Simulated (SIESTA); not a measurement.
## MgSi: equation of state with LDA

Crystal: MgSi.

```
CELL_PARAMETERS angstrom
2.90839 0.00000 0.00000
0.00000 2.90839 0.00000
0.00000 0.00000 4.10343
ATOMIC_POSITIONS crystal
Si 0.50000 0.50000 0.50000
Mg 0.00000 0.00000 0.00000
```

The cell comes from a database or a generator and needn't be the stable form of this composition.

- Program: SIESTA 5.4.2
- Task: equation of state
- Functional: LDA
- Potentials or basis: PseudoDojo 0.4 standard (LDA files)
- Basis: DZP (energy shift 0.003 Ry; two zetas on semicore shells)
- Grid cutoff: 800 Ry
- Energy shift: 0.003 Ry
- k mesh: 9 × 9 × 7
- Occupations: fermi-dirac, width 0.05 eV
- Spin: no spin polarisation

| Property | Result |
| --- | --- |
| Equilibrium volume | 17.12 Å³/atom |
| Bulk modulus at fixed shape and positions | 64 GPa |
| Pressure derivative of the bulk modulus | 3.7 |

Energy against volume, from the lowest point:
| volume (Å³/atom) | energy (meV/atom) |
| --- | --- |
| 16.314 | 8.01 |
| 16.661 | 2.42 |
| 17.008 | 0.00 |
| 17.355 | 0.46 |
| 17.702 | 3.57 |
| 18.049 | 9.08 |
| 18.396 | 16.73 |

All runs of the series together: 5 min on 1 thread of Arm Neoverse V1, with other jobs on the host.

Caveat: the cell was scaled at fixed shape and fractional positions, which overstates the stiffness of a crystal with free parameters, most of all of layers and chains; the basis of atomic orbitals isn't converged, which shifts pressures, moduli and gaps.
